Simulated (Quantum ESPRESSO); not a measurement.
PbSe (Clausthalite):

```
Pb Se
1.0
     0.00000    3.06065    3.06065
     3.06065    0.00000    3.06065
     3.06065    3.06065    0.00000
Pb Se
1 1
Direct
  0.00000 0.00000 0.00000
  0.50000 0.50000 0.50000
```

Program: Quantum ESPRESSO 7.5. Alike in all runs: task band structure; potentials or basis SG15 PBE 1.2; no spin polarisation; cell as given; k mesh 8 × 8 × 8; cutoff (eV) 952; smearing fermi-dirac 0.05 eV.

**Question.** Order these runs on this cell by their pressure, lowest first.
A. level WC
B. level rev-vdW-DF2
C. level HLE16
D. level RPBE

**Answer.** C (-3.3 GPa), A (-0.2 GPa), B (1.4 GPa), D (4.2 GPa).

Caveats: the potentials were made for another functional, which shifts forces and pressure; the potentials were made for a functional far from this one (some runs).
